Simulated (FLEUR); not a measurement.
## Fe under changes of volume

One of the cells (9.857 Å³/atom); the others are scaled copies at fixed shape and fractional positions:

```
Fe
1.0
     2.43416    0.00000    0.00000
    -1.21708    2.10804    0.00000
     0.00000    0.00000    3.84193
Fe
2
Direct
  0.66667 0.33333 0.75000
  0.33333 0.66667 0.25000
```

This isn't the form of Fe at room conditions, which is bcc.

* Program: FLEUR MaX-R8.1 (later development tree)
* Functional: r2SCAN
* Potentials or basis: all-electron
* Basis: FLAPW
* Kmax: 4.85 1/bohr
* k mesh: 12 × 12 × 7
* Occupations: fermi-dirac, width 0.05 eV
* Spin: collinear spin, ferromagnetic start
* Starting moments: [3.0, 3.0] μB

| volume (Å³/atom) | energy over the lowest point (meV/atom) | moment (μB per cell) |
| --- | --- | --- |
| 9.266 | ? | ? |
| 9.463 | 328.62 | 4.99 |
| 9.857 | 171.40 | 5.16 |
| 10.251 | 48.88 | 5.28 |
| 10.448 | 0.00 | 5.32 |

**Question.** What does the run at 9.266 Å³/atom give?

**Answer.** Energy over the lowest point 423.67 meV/atom; moment 4.96 μB per cell.

Worked out: A Birch-Murnaghan fit of order 2 (a polynomial in V^(-2/3)) to the other rows has no minimum within the range. It gives 422.89 meV/atom at 9.266 Å³/atom, against the run's 423.67. A parabola through the other rows of the moment, of slope 0.562 μB per Å³/atom there, extrapolates to 4.89 μB, against the run's 4.96.

Energies are extrapolated to zero smearing.

Caveats: the meta-GGA is that of a development version, with a GGA for the radial functions and cores and without core tails.
